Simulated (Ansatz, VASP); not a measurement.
**PbO (Litharge) in VASP and in Ansatz**

POSCAR

```
PbO
1.0
    3.9900000000      0.0000000000      0.0000000000
    0.0000000000      3.9900000000      0.0000000000
    0.0000000000      0.0000000000      5.0100000000
Pb O
2 2
Direct
    0.5000000000      0.0000000000      0.7600000000
    0.0000000000      0.5000000000      0.2400000000
    0.5000000000      0.5000000000      0.0000000000
    0.0000000000      0.0000000000      0.0000000000
```

File INCAR.step1:

```
ALGO = Normal
EDIFF = 1E-5
ENCUT = 520
GGA = PE
ISIF = 2
ISMEAR = -1
LASPH = True
LREAL = False
LWAVE = True
NBANDS = 28
NELM = 80
PREC = Accurate
SIGMA = 0.05
```

INCAR.step2

```
AEXX = 0.25
ALGO = Normal
EDIFF = 1E-7
ENCUT = 520
GGA = PE
HFSCREEN = 0.2
ISIF = 2
ISMEAR = -1
ISTART = 1
LASPH = True
LCHARG = False
LHFCALC = True
LREAL = False
LWAVE = False
NBANDS = 28
NELM = 80
PREC = Accurate
PRECFOCK = Fast
SIGMA = 0.05
```

Contents of KPOINTS:

```
k-points
0
Gamma
  4 4 3
```

input.yaml

```yaml
crystal:
  lattice:
    - [3.99, 0.0, 0.0]
    - [0.0, 3.99, 0.0]
    - [0.0, 0.0, 5.01]
  atoms:
    - { symbol: Pb, position: [0.5, 0.0, 0.76] }
    - { symbol: Pb, position: [0.0, 0.5, 0.24] }
    - { symbol: O, position: [0.5, 0.5, 0.0] }
    - { symbol: O, position: [0.0, 0.0, 0.0] }
hamiltonian:
  xc: { exchange: pbe, correlation: pbe, exx: { coeff: 0.25, omega: 0.2 } }
  pseudopotentials: { kind: paw }
kpoints:
  mp_grid: { grid: [4, 4, 3] }
scf:
  occupations: { method: fermi_dirac, width: 0.05 }
output:
  forces: true
  stress: true
  eigenvalues: true
```

Alike in both runs: task single point; functional HSE(alpha, omega); k mesh 4 × 4 × 3; occupations fermi-dirac, width 0.05 eV; no spin polarisation.

```csv
,VASP,Ansatz
version,VASP 6.6.1,Ansatz 0.2.0
potentials or method,"VASP PAW PBE potentials, release 64 (Pb_d, O)",Ansatz PAW
plane-wave cutoff (eV),520,420
valence electrons in the cell,40,40
```

```tsv
	VASP	Ansatz	Ansatz less VASP
gap on the k mesh at the Fermi level (eV)	1.83	1.82	-0.007
least direct gap on the mesh (eV)	3.23	3.23	-0.003
pressure (GPa)	-0.7	-0.9	-0.20
largest component of the traceless stress (GPa)	0.12	0.11	-0.016
rms of the force components (eV/Å)	0.241	0.265	+0.0241
```

Atom by atom the forces differ by 0.024 eV/Å (rms over components).

Caveats: spin-orbit coupling is left out, which as a rule narrows the gap of such compounds by several tenths of an eV; the PAW data sets were made with another functional, which shifts forces and pressure a little (VASP); an odd mesh through Γ misses points on the zone boundary, where band edges often lie (VASP); odd divisions of the mesh miss points on the zone boundary, where band edges often lie, so the gap on the mesh can be too wide (Ansatz); the PAW data sets come from PBE, with cores solved anew for the run's functional, which leaves a small shift of forces and pressure (Ansatz); the thresholds are loose for stress (Ansatz).
